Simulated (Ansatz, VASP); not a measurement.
## BN: VASP beside Ansatz

INCAR

```
ALGO = Normal ; EDIFF = 1E-7
ENCUT = 520 ; GGA = PE
ISIF = 2 ; ISMEAR = 0
LASPH = True ; LCHARG = False
LREAL = False ; LWAVE = False
NBANDS = 11 ; NELM = 100
PREC = Accurate ; SIGMA = 0.05
```

KPOINTS

```
k-points
0
Gamma
  12 12 12
```

POSCAR

```
BN
1.0
    0.0000000000      1.9004918993      1.8325059293
    1.8325059293      0.0000000000      1.8325059293
    1.8325059293      1.9004918993      0.0000000000
B N
1 1
Direct
    0.0000000000      0.0000000000      0.0000000000
    0.7500000000      0.7500000000      0.7500000000
```

Input for Ansatz:

```yaml
crystal:
  lattice:
    - [0.0, 1.9004918993, 1.8325059293]
    - [1.8325059293, 0.0, 1.8325059293]
    - [1.8325059293, 1.9004918993, 0.0]
  atoms:
    - { symbol: B, position: [0.0, 0.0, 0.0] }
    - { symbol: "N", position: [0.75, 0.75, 0.75] }
basis:
  ecutwfc: 520.0
kpoints:
  mp_grid: { grid: [12, 12, 12] }
hamiltonian:
  xc: pbe
scf:
  occupations: { method: gaussian, width: 0.05 }
output:
  forces: true
  stress: true
  eigenvalues: true
```

Alike in both runs: task single point; functional PBE; k mesh 12 × 12 × 12; occupations gaussian, width 0.05 eV; no spin polarisation.

|  | VASP | Ansatz |
| --- | --- | --- |
| version | VASP 6.6.1 | Ansatz 0.2.0 |
| potentials or method | VASP PAW PBE potentials, release 64 (B, N) | scalar-relativistic, plane waves, PAW |
| plane-wave cutoff (eV) | 520 | 520 |
| valence electrons in the cell | 8 | 8 |

Ansatz gave:

| Property | Result |
| --- | --- |
| gap on the k mesh at the Fermi level (eV) | 4.08 |
| least direct gap on the mesh (eV) | 8.26 |
| pressure (GPa) | -22.7 |
| largest component of the traceless stress (GPa) | 14.53 |

Q: What did VASP give for the same quantities?

A: gap on the k mesh at the Fermi level (eV): 4.07; least direct gap on the mesh (eV): 8.26; pressure (GPa): -22.7; largest component of the traceless stress (GPa): 14.55.

With one functional, cell and mesh, what is left measures potentials, basis and numerics.

Caveats: so large a pressure means that the cell lies far from this level's equilibrium, or that cutoff or potentials fall short (VASP). A k mesh can miss the band edges.
